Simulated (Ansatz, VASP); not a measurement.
**CaO (Lime) in two plane-wave programs**

One calculation is typed for both programs; each brings its own data sets and cutoff. How far apart do they land?

Method: plane waves, with VASP 6.6.1 beside it; band structure at HSE06 and band structure at r2SCAN-EpsX with an exact-exchange share of 0.264, in Ansatz 0.2.0.

## 1. The starting structure

The structure is cubic, space group Fm-3m (No. 225). Conventional cell: a = 4.813 Å, b = 4.813 Å, c = 4.813 Å, α = 90.00°, β = 90.00°, γ = 90.00°. Nearest to Ca lie 6 O at 2.41 Å. Nearest to O lie 6 Ca at 2.41 Å. Farther neighbours and most contacts between anions are not listed.

As a file:

```
Ca O
1.0
     0.00000    2.40650    2.40650
     2.40650    0.00000    2.40650
     2.40650    2.40650    0.00000
Ca O
1 1
Direct
  0.00000 0.00000 0.00000
  0.50000 0.50000 0.50000
```

## 2. VASP: band structure, HSE06

Levels along a path test the potential and the projectors away from the mesh points.

Lines of VASP's logs that name or quote its potential files are left out, and so is its time.

The run reads the wave functions of an earlier VASP run, which isn't shown here.

Contents of INCAR:

```
SYSTEM = CaO
PREC = Accurate
ENCUT = 520
EDIFF = 1E-06
NELM = 100
ISMEAR = 0
SIGMA = 0.02
LREAL = .FALSE.
ALGO = Normal
LHFCALC = .TRUE.
AEXX = 0.25
GGA = PE
HFSCREEN = 0.2
LASPH = .TRUE.
NBANDS = 14
PRECFOCK = Fast
LORBIT = 11
LWAVE = .FALSE.
LCHARG = .FALSE.
KPAR = 4
```

Contents of POSCAR:

```
CaO
1.0
    0.0000000000      2.4065000000      2.4065000000
    2.4065000000      0.0000000000      2.4065000000
    2.4065000000      2.4065000000      0.0000000000
Ca O
1 1
Direct
    0.0000000000      0.0000000000      0.0000000000
    0.5000000000      0.5000000000      0.5000000000
```

Contents of KPOINTS:

```
Automatic mesh
0
Gamma
5 5 5
0 0 0
```

Contents of KPOINTS_OPT:

```
Line mode
6
Line-mode
Reciprocal
  0.00000000   0.00000000   0.00000000 GAMMA
  0.50000000   0.00000000   0.50000000 X

  0.50000000   0.00000000   0.50000000 X
  0.50000000   0.25000000   0.75000000 W

  0.50000000   0.25000000   0.75000000 W
  0.37500000   0.37500000   0.75000000 K

  0.37500000   0.37500000   0.75000000 K
  0.00000000   0.00000000   0.00000000 GAMMA

  0.00000000   0.00000000   0.00000000 GAMMA
  0.50000000   0.50000000   0.50000000 L

  0.50000000   0.50000000   0.50000000 L
  0.62500000   0.25000000   0.62500000 U

  0.62500000   0.25000000   0.62500000 U
  0.50000000   0.25000000   0.75000000 W

  0.50000000   0.25000000   0.75000000 W
  0.50000000   0.50000000   0.50000000 L

  0.50000000   0.50000000   0.50000000 L
  0.37500000   0.37500000   0.75000000 K

  0.62500000   0.25000000   0.62500000 U
  0.50000000   0.00000000   0.50000000 X
```

Potentials, in the order of the species: Ca_sv and O (PBE family, release 64).

Launch:

```
$ mpirun -np 4 vasp_std
```

Numbers of over 12 decimals in the logs are rounded to 6 here.

Output:

```text
[banner, memory and clock lines left out]
running    4 mpi-ranks, on    1 nodes
 distrk:  each k-point on    1 cores,    4 groups
 distr:  one band on    1 cores,    1 groups

 POSCAR found type information on POSCAR CaO
 POSCAR found :  2 types and       2 ions
 LDA part: xc-table for (Slater+PW92), standard interpolation
 found WAVECAR, reading the header
 POSCAR, INCAR and KPOINTS ok, starting setup
 FFT: planning ... GRIDC
 FFT: planning ... GRID_SOFT
 FFT: planning ... GRID
 reading WAVECAR
 the WAVECAR file was read successfully
 initial charge from wavefunction
 entering main loop
       N       E                     dE             d eps       ncg     rms          rms(c)
DAV:   1    -0.149066637565E+02   -0.14907E+02   -0.23134E-01   280   0.605E+00    0.562E-01
DAV:   2    -0.149004780263E+02    0.61857E-02   -0.32682E-02   316   0.205E+00    0.301E-01
DAV:   3    -0.148999955021E+02    0.48252E-03   -0.41346E-03   310   0.706E-01    0.246E-01
DAV:   4    -0.148993518041E+02    0.64370E-03   -0.73267E-04   340   0.265E-01    0.123E-01
DAV:   5    -0.148991919336E+02    0.15987E-03   -0.30365E-04   304   0.146E-01    0.556E-02
DAV:   6    -0.148991382664E+02    0.53667E-04   -0.21245E-05   372   0.629E-02    0.332E-02
DAV:   7    -0.148991219552E+02    0.16311E-04   -0.75710E-06   374   0.328E-02    0.215E-02
DAV:   8    -0.148991178700E+02    0.40852E-05   -0.31101E-06   330   0.188E-02    0.126E-02
DAV:   9    -0.148991167818E+02    0.10883E-05   -0.10279E-06   170   0.103E-02    0.704E-03
DAV:  10    -0.148991166303E+02    0.15144E-06   -0.40743E-07   146   0.663E-03
   1 F= -.14899117E+02 E0= -.14899117E+02  d E =-.106355E-37
 Start KPOINTS_OPT (optional k-point list driver)
k-point batch [1-10\60]
       N       E                     dE             ncg
DAV:   1    -0.681145394473E+03   -0.53000E+04      280
DAV:   2    -0.207923012193E+04   -0.13981E+04      334
DAV:   3    -0.216152073147E+04   -0.82291E+02      310
DAV:   4    -0.216443740780E+04   -0.29167E+01      444
DAV:   5    -0.216449627986E+04   -0.58872E-01      364
DAV:   6    -0.216449766926E+04   -0.13894E-02      428
DAV:   7    -0.216449772771E+04   -0.58448E-04      330
DAV:   8    -0.216449772850E+04   -0.79711E-06      270
[...]
k-point batch [51-60\60]
       N       E                     dE             ncg
DAV:   1    -0.713081391618E+03   -0.74570E+04      280
DAV:   2    -0.210665937936E+04   -0.13936E+04      304
DAV:   3    -0.218863007583E+04   -0.81971E+02      346
DAV:   4    -0.219149534653E+04   -0.28653E+01      440
DAV:   5    -0.219156562168E+04   -0.70275E-01      396
DAV:   6    -0.219156737774E+04   -0.17561E-02      470
DAV:   7    -0.219156745694E+04   -0.79200E-04      410
DAV:   8    -0.219156745812E+04   -0.11834E-05      354
DAV:   9    -0.219156745819E+04   -0.68940E-07      296
```

From OUTCAR (step 2):

```text
ion  position               nearest neighbor table
   1  0.000  0.000  0.000-   2 2.41   2 2.41   2 2.41   2 2.41   2 2.41   2 2.41
   2  0.500  0.500  0.500-   1 2.41   1 2.41   1 2.41   1 2.41   1 2.41   1 2.41

  LATTYP: Found a face centered cubic cell.
 ALAT       =     4.8130000000

 Subroutine GETGRP returns: Found 48 space group operations
 (whereof 48 operations were pure point group operations)

The static configuration has the point symmetry O_h .

 Found     10 irreducible k-points:

   k-points           NKPTS =     10   k-points in BZ     NKDIM =    125   number of bands    NBANDS=     14

   dimension x,y,z NGX =    28 NGY =   28 NGZ =   28
   dimension x,y,z NGXF=    56 NGYF=   56 NGZF=   56

   ENCUT  =  520.0 eV  38.22 Ry    6.18 a.u.   6.33  6.33  6.33*2*pi/ulx,y,z

   NELECT =      16.0000    total number of electrons

 k-points in reciprocal lattice and weights: Automatic mesh
   0.00000000  0.00000000  0.00000000       0.008
   0.20000000  0.00000000  0.00000000       0.064
   0.40000000  0.00000000  0.00000000       0.064
   0.20000000  0.20000000  0.00000000       0.048
   0.40000000  0.20000000  0.00000000       0.192
  -0.40000000  0.20000000  0.00000000       0.192
  -0.20000000  0.20000000  0.00000000       0.096
   0.40000000  0.40000000  0.00000000       0.048
  -0.40000000  0.40000000  0.00000000       0.096
  -0.40000000  0.40000000  0.20000000       0.192

  exchange ACFDT corr.  =         0.00000000  see jH, gK, PRB 81, 115126

 average (electrostatic) potential at core
       1 -39.0922       2 -63.8787

 E-fermi :   1.4335

 k-point     1 :       0.0000    0.0000    0.0000
  band No.  band energies     occupation
    ...
      4     -18.2483      2.00000
      5     -15.7787      2.00000
      6       1.2555      2.00000
      7       1.2555      2.00000
      8       1.2555      2.00000
      9       7.4633      0.00000
     10       9.4566      0.00000
     11       9.4566      0.00000
     12       9.4566      0.00000
     13      11.0783      0.00000
    ...

 k-point     2 :       0.2000    0.0000    0.0000
  band No.  band energies     occupation
    ...
      4     -18.2656      2.00000
      5     -15.1954      2.00000
      6       0.0793      2.00000
      7       0.7716      2.00000
      8       0.7716      2.00000
      9       8.9953      0.00000
     10       9.4186      0.00000
     11      10.1657      0.00000
     12      10.1657      0.00000
     13      12.0121      0.00000
    ...

 k-point     3 :       0.4000    0.0000    0.0000
  band No.  band energies     occupation
    ...
      4     -18.2933      2.00000
      5     -14.4961      2.00000
      6      -1.3419      2.00000
      7       0.1055      2.00000
      8       0.1055      2.00000
      9      10.0022      0.00000
     10      11.1091      0.00000
     11      11.5678      0.00000
     12      11.5678      0.00000
     13      13.7115      0.00000
    ...

  energy-cutoff  :      520.00
  volume of cell :       27.87
      direct lattice vectors                 reciprocal lattice vectors
     0.000000000  2.406500000  2.406500000    -0.207770621  0.207770621  0.207770621
     2.406500000  0.000000000  2.406500000     0.207770621 -0.207770621  0.207770621
     2.406500000  2.406500000  0.000000000     0.207770621  0.207770621 -0.207770621

 POSITION                                       TOTAL-FORCE (eV/Angst)
 -----------------------------------------------------------------------------------
      0.00000      0.00000      0.00000         0.000000      0.000000      0.000000
      2.40650      2.40650      2.40650         0.000000      0.000000      0.000000
 -----------------------------------------------------------------------------------
    total drift:                               -0.000000     -0.000000      0.000000

  FREE ENERGIE OF THE ION-ELECTRON SYSTEM (eV)
  ---------------------------------------------------
  free  energy   TOTEN  =       -14.8991166303 eV

  energy  without entropy=      -14.8991166303  energy(sigma->0) =      -14.89911663

 total charge
# of ion       s       p       d       tot
------------------------------------------
    1        2.037   5.886   0.257   8.179
    2        1.552   3.486   0.000   5.038
--------------------------------------------------
tot          3.589   9.372   0.257  13.217

[... 3 further parts left out ...]
```

## 3. Ansatz: band structure, HSE06

Ansatz runs on its default PAW (the set named soft_2) files.

The same cell, functional, mesh and smearing now go to Ansatz, which takes its cutoff from its data sets.

Contents of input.yaml:

```yaml
crystal:
  lattice:
    - [0.0, 2.4065, 2.4065]
    - [2.4065, 0.0, 2.4065]
    - [2.4065, 2.4065, 0.0]
  atoms:
    - { symbol: Ca, position: [0.0, 0.0, 0.0] }
    - { symbol: O, position: [0.5, 0.5, 0.5] }
hamiltonian:
  xc: { exchange: pbe, correlation: pbe, exx: { coeff: 0.25, omega: 0.2 } }
  pseudopotentials: { kind: paw }
kpoints:
  mp_grid: { grid: [5, 5, 5] }
  band_path:
    path:
      - [0.0, 0.0, 0.0]
      - [0.5, 0.0, 0.5]
      - [0.5, 0.2, 0.7]
      - [0.4, 0.35, 0.75]
      - [0.15, 0.15, 0.3]
      - [0.2, 0.2, 0.2]
      - [0.55, 0.4, 0.55]
      - [0.6, 0.25, 0.65]
      - [0.5, 0.25, 0.75]
      - [0.5, 0.5, 0.5]
      - [0.375, 0.375, 0.75]
      - [0.5, 0.0, 0.5]
    npoints: 1
scf:
  occupations: { method: gaussian, width: 0.02 }
  n_extra_bands: 7
output:
  forces: true
  stress: true
  eigenvalues: true
```

Launch:

```
$ ansatz run input.yaml --threads 4 --pin off --max-ram 9216MiB --backend cpu --events-out ev --progress --plain --runs-dir out
```

Output:

```text
Warning: output.stress: scf.convergence.dr2_threshold = 1e-7 eV (the SCF's general default) is looser than the 2e-10 eV advised for a printed stress (1e-10 eV for each atom of the cell: 2). What an SCF threshold leaves in a stress goes as its square root, and in the free energy as the threshold itself, and one threshold admits the most on a small cell: [figures from the program's tests cut] Set scf.convergence.dr2_threshold to 2e-10 eV or tighter. The threshold is an SCF's pass mark: one that does not reach it within its budget of iterations ends unconverged, or closes short of it on a stop that the run arms, and scf.convergence.dr2_threshold's page says what that costs each kind of run
Warning: output.stress: scf.exx.energy_threshold = 1e-6 eV is looser than the 2e-8 eV advised for a stress under a hybrid functional (1e-8 eV for each atom of the cell: 2). Every SCF of the exchange loop can meet its threshold on dr2 while the loop round them stops early: no threshold on dr2 bounds what that leaves in the stress. Set scf.exx.energy_threshold to 2e-8 eV or tighter. The threshold is the loop's pass mark: a loop that does not reach it within its budget of cycles ends unconverged, and scf.exx.energy_threshold's page has the law
scf.n_extra_bands = 7 over 8 filled bands (N_el = 16.0): the run solves 15 bands
Engine: ansatz 0.2.0, aarch64-unknown-linux-gnu
Pseudopotentials: kind: paw
Pseudopotential: Ca, paw, valence charge 10, recommended cutoff 420 eV (normal), Ca.paw.azcp
Pseudopotential: O, paw, valence charge 6, recommended cutoff 420 eV (normal), O.paw.azcp
Functional definition: unnamed
  parameter a_1 = 0.25
  parameter omega_1 = 0.2/angstrom
  exchange = pbe_x + (-a_1)*pbe_x_sr(omega_1) + a_1*exact_x_sr(omega_1)
  correlation = pbe_c
Crystal: 2 atoms, lattice volume = 27.873 Å³
Basis set: ecut = 420 eV, 537 PW (Γ), exchange–correlation on 48×48×48 points (8 copies of the dense FFT grid, shifted against one another)
Bands: 15, of which v1, the nominal top of the filled ones, is band 8 counted from 1 (7 counted from 0)
Symmetry: 48 space group operations
Space group: Fm-3m (ITA 225), of the structure as read, at distance tolerance 3.0e-5 Å
k-points: 10 of 125
Non-local potential: Ca, projectors of the file, l = 0: 3, l = 1: 2, l = 2: 2
Non-local potential: O, projectors of the file, l = 0: 2, l = 1: 2, l = 2: 1
PAW form: soft (Blöchl's): semilocal exchange-correlation on the pseudo side does not see the compensation charge
PAW frozen core: Ca, regenerated for the run's functional, and the local potential with it (the file was generated under x = pbe(κ = 0.804, μ = 0.219515), c = pbe(β = 0.066725))
PAW frozen core: O, regenerated for the run's functional, and the local potential with it (the file was generated under x = pbe(κ = 0.804, μ = 0.219515), c = pbe(β = 0.066725))
PAW one-centre angular grid: Ca, 110 points (default); XC on 64 Gauss nodes
PAW one-centre angular grid: O, 110 points (default); XC on 96 Gauss nodes
Initial density: superposition of atomic densities (neutral atoms: chi_scale 0, normalization atom), corrected by the library's trained network
Initial wavefunctions: pseudopotential atomic-orbital guess
Functional: x = pbe(κ = 0.804, μ = 0.219515), c = pbe(β = 0.066725), warm-up for x = pbe(κ = 0.804, μ = 0.219515) + 0.25 (exact − pbe) at short range (hse, ω = 0.2 Å⁻¹), c = pbe(β = 0.066725)
SCF iter   1: F=—  HF=-2387.721651 eV  |F-HF|=—  |Δ(HF+E_count)|=         —  Δρ=5.96e-4  dr2=4.84e-5  ethr=1.77e-3  ⟨swp⟩=2.0  Hψ=1048  notcnv=0
preconditioner: auto → none  [insulator: Δε(μ)=3.834 eV  Ē_g=19.953 eV  σ=0.020 eV  W_gap=1.00  n_scr=8 (ndim 8)  ℏωp=26.3 eV  f_vac=0.000  D(μ)=0.00/eV (n_scr^D=0)]
SCF iter   2: F=-2387.721861 eV  HF=-2387.721807 eV  |F-HF|=5.38e-5  |Δ(HF+E_count)|=   1.56e-4  Δρ=2.61e-4  dr2=8.64e-6  ethr=3.02e-7  ⟨swp⟩=3.7  Hψ=383  notcnv=0  defer=4
SCF 1 stopped early in 2 iterations: F = -2387.721861 eV  dr2 = 8.64e-6
  greatest PAW one-centre occupation: 0.995 electrons in one spin orbital (limit 2), on the Ca atom at site 0 (counted from 0), in its partial waves of l = 0
Initial density: handed on by an earlier stage of this run
Initial wavefunctions: those handed on with the density
Functional: x = pbe(κ = 0.804, μ = 0.219515) + 0.25 (exact − pbe) at short range (hse, ω = 0.2 Å⁻¹), c = pbe(β = 0.066725)
Exchange kernel: α = 0.2500, screened, ω = 0.2000 Å⁻¹, Wigner–Seitz truncation, v(0) = 1112.6024 eV·Å³, q-mesh 5×5×5, nearest image of the exchange supercell L = 17.02 Å, pair-density grid 15×15×15, without the augmentation charges, whose exchange is taken in its separable form by FFT convolution over the k-point mesh (sized by the pseudopotential files, 20×20×20 at the most), smooth part of the exact exchange by density-matrix convolution
Frozen-core exchange: fock
SCF iter   1: F=—  HF=-2388.317983 eV  |F-HF|=—  |Δ(HF+E_count)|=         —  Δρ=9.86e-3  dr2=4.46e-2  ethr=5.40e-7  ⟨swp⟩=6.3  Hψ=752  notcnv=0
preconditioner: auto → none  [insulator: Δε(μ)=5.745 eV  Ē_g=22.846 eV  σ=0.020 eV  W_gap=1.00  n_scr=8 (ndim 8)  ℏωp=26.3 eV  f_vac=0.000  D(μ)=0.00/eV (n_scr^D=0)]
SCF iter   2: F=—  HF=-2388.307931 eV  |F-HF|=—  |Δ(HF+E_count)|=   1.01e-2  Δρ=9.72e-3  dr2=1.84e-2  ethr=5.40e-7  ⟨swp⟩=4.8  Hψ=562  notcnv=0
SCF iter   3: F=—  HF=-2388.303996 eV  |F-HF|=—  |Δ(HF+E_count)|=   3.93e-3  Δρ=2.33e-3  dr2=1.76e-3  ethr=5.40e-7  ⟨swp⟩=4.1  Hψ=480  notcnv=0
SCF iter   4: F=—  HF=-2388.309316 eV  |F-HF|=—  |Δ(HF+E_count)|=   5.32e-3  Δρ=1.01e-3  dr2=4.10e-4  ethr=5.40e-7  ⟨swp⟩=4.0  Hψ=450  notcnv=0
iter 5 solved again at ethr=3.78e-8 eV; its pass at ethr=5.40e-7 eV (dr2=6.05e-6 eV) is discarded
SCF iter   5: F=—  HF=-2388.309196 eV  |F-HF|=—  |Δ(HF+E_count)|=   1.19e-4  Δρ=1.72e-4  dr2=8.86e-6  ethr=3.78e-8  ⟨swp⟩=2.1  Hψ=493  notcnv=0
SCF iter   6: F=-2388.309195 eV  HF=-2388.309196 eV  |F-HF|=8.64e-7  |Δ(HF+E_count)|=   5.07e-7  Δρ=2.98e-5  dr2=2.91e-6  ethr=3.78e-8  ⟨swp⟩=2.0  Hψ=231  notcnv=0
SCF 2 stopped early in 6 iterations: F = -2388.309195 eV  dr2 = 2.91e-6
  greatest PAW one-centre occupation: 0.996 electrons in one spin orbital (limit 2), on the Ca atom at site 0 (counted from 0), in its partial waves of l = 0
hybrid outer 1: dexx = +6.210e-3 eV, tail = 1.56e-5 eV
Exchange kernel: α = 0.2500, screened, ω = 0.2000 Å⁻¹, Wigner–Seitz truncation, v(0) = 1112.6024 eV·Å³, q-mesh 5×5×5, nearest image of the exchange supercell L = 17.02 Å, pair-density grid 15×15×15, without the augmentation charges, whose exchange is taken in its separable form by FFT convolution over the k-point mesh (sized by the pseudopotential files, 20×20×20 at the most), smooth part of the exact exchange by density-matrix convolution
Frozen-core exchange: fock
SCF iter   1: F=—  HF=-2388.309250 eV  |F-HF|=—  |Δ(HF+E_count)|=         —  Δρ=1.38e-4  dr2=2.70e-6  ethr=4.86e-7  ⟨swp⟩=4.1  Hψ=406  notcnv=0
preconditioner: auto → none  [insulator: Δε(μ)=5.531 eV  Ē_g=22.773 eV  σ=0.020 eV  W_gap=1.00  n_scr=8 (ndim 8)  ℏωp=26.3 eV  f_vac=0.000  D(μ)=0.00/eV (n_scr^D=0)]
SCF iter   2: F=—  HF=-2388.309249 eV  |F-HF|=—  |Δ(HF+E_count)|=   7.91e-7  Δρ=1.16e-5  dr2=3.02e-8  ethr=1.65e-8  ⟨swp⟩=3.0  Hψ=263  notcnv=0
SCF iter   3: F=—  HF=-2388.309250 eV  |F-HF|=—  |Δ(HF+E_count)|=   2.97e-7  Δρ=1.01e-5  dr2=1.49e-8  ethr=5.11e-11  ⟨swp⟩=4.2  Hψ=440  notcnv=0
SCF iter   4: F=-2388.309250 eV  HF=-2388.309250 eV  |F-HF|=1.18e-11  |Δ(HF+E_count)|=   3.58e-9  Δρ=3.23e-7  dr2=2.08e-10  ethr=5.11e-11  ⟨swp⟩=3.0  Hψ=270  notcnv=0
SCF 3 converged in 4 iterations: F = -2388.309250 eV  dr2 = 2.08e-10
  Residual-converged pass: ⟨swp⟩=2.0  Hψ=229  notcnv=0  max |occ|·‖R‖ = 1.6e-6 eV (tolerance 2.4e-6 eV)  dr2=2.09e-10  dr2_onsite=1.49e-11  max |Δocc| = 0.0e0
hybrid outer 2: dexx = +3.642e-7 eV, tail = 3.87e-9 eV, Δε = 1.26e-3 eV (about 2.40e-5 eV left of the loop's levels)
NSCF: frozen V_eff on 12 k-points
hybrid SCF converged: 2 outer / 10 inner (+2 warm-up), last move |dexx| = 3.64e-7 eV, tail = 3.87e-9 eV
Stability not checked: this state was not tested for a lower state beside it, because the functional holds exact exchange (a hybrid, or Hartree-Fock), whose exchange loop this test does not read (fock_operator; see scf.lower_state_search)
Free energy (F): -2388.309250 eV
Frozen-core exchange: fock
Harris-Foulkes:  -2388.309250 eV  (|F-HF|=1.18e-11)
Internal energy: -2388.309250 eV  (E = F + TS)
E sigma→0 (E₀):  -2388.309250 eV
Fermi energy:    9.338817 eV
--- Per-component energies (eV) ---
  E_band       = -134.063670
  E_kinetic    = 456.983450
  E_local      = -892.740621  (includes V_loc(G=0)·N_el)
  E_nonlocal   = 109.936639
  E_hartree    = 296.477799
  E_xc         = -170.370335
  E_vxc        = -212.676630  (∫ρ·V_xc dr)
  E_exx        = -48.544656  (= α·E_x^exact, valence–valence)
  E_paw        = -1011.495103  (= ΣΔE_a)
  E_vpaw       = -91.435004  (= ΣTr[D̂ρ^β])
  E_aug_tail   = 0.002409  (compensation charges beyond the density's cutoff)
  E_ewald      = -1128.379897
  E_core_change = -0.178936  (= ΣΔE_core)
  E_smearing   = -0.000000  (= −TS)
  E_closure    = 0.000000  (closes the sum)
  Σ components = -2388.309250   (vs F -2388.309250, Δ=0.00e0)
--- Forces (eV/Å), atoms counted from 1 ---
  atom   1  Ca    -0.00000000    -0.00000000    -0.00000000
  atom   2  O      0.00000000    -0.00000000     0.00000000
  max |Σ_I F_I| component: 1.62e-29 eV/Å
--- Stress (GPa, compression-positive) ---
       -1.046167       0.000000       0.000000
        0.000000      -1.046167       0.000000
        0.000000       0.000000      -1.046167
  P = ⅓ Tr σ = -1.0462 GPa (-10.462 kbar)
--- Band table (eV; the first three rows and the last of 10) ---
  k-point 0: bands = [... 4 lower, -10.4440, 6.5722, 6.5722, 6.5722, 12.8039, 14.7783, 14.7783, 14.7783, ... 3 higher]
  k-point 1: bands = [... 4 lower, -9.8693, 5.4044, 6.0933, 6.0933, 14.3286, 14.7399, 15.4828, 15.4828, ... 3 higher]
  k-point 2: bands = [... 4 lower, -9.1777, 3.9925, 5.4334, 5.4334, 15.3210, 16.4339, 16.8788, 16.8788, ... 3 higher]
  k-point 9: bands = [... 4 lower, -9.6479, 4.8578, 5.4682, 5.6149, 14.0433, 15.7670, 17.2080, 18.1055, ... 3 higher]
```

The job ended after 8.8 s (4 threads of Arm Neoverse V2, shared host; peak memory 0.52 GiB; 28 s of CPU time).

(Continued in part 2 of 2.)

[Lines on the potential files, build, host, timing and source positions are cut from VASP's logs without a mark.]

[Logs are printed without paths, hosts, clocks, repeated set-up lines and the standing remarks that a program may print on its own settings, such as how far it seeks lower states.]

[Hosts, paths, dates, database ids (printed as entryN), source tags and the programs' standing remarks are cut or masked in the printed files.]
